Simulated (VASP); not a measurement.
# Al: single point with PBE

The system is Al.

```
Al
1.0
     0.00000    2.02481    2.02481
     2.02481    0.00000    2.02481
     2.02481    2.02481    0.00000
Al
1
Direct
  0.00000 0.00000 0.00000
```

```json
{
  "Program": "VASP 6.6.1",
  "Task": "single point",
  "Functional": "PBE",
  "Potentials or basis": "VASP PAW PBE potentials, release 64 (Al)",
  "Cutoff": "520 eV",
  "k mesh": "11 × 11 × 11",
  "Occupations": "gaussian, width 0.026 eV",
  "Spin": "no spin polarisation",
  "Further INCAR settings": "ALGO = Normal; EDIFF = 1e-06"
}
```

```json
{
  "Pressure": "-0.5 GPa",
  "Band gap on the k mesh": "none (metal or under the smearing width)"
}
```

Levels at points of the mesh, in eV from the Fermi level:
```tsv
k point	band 1	band 2	band 3	band 4	band 5
(0.00, 0.00, 0.00)	-11.11	12.56	12.56	12.56	14.01
```

Wall time 2 s on 1 thread of Intel(R) Xeon(R) 6975P-C (Granite Rapids), on a shared host, peak memory 0.12 GiB.
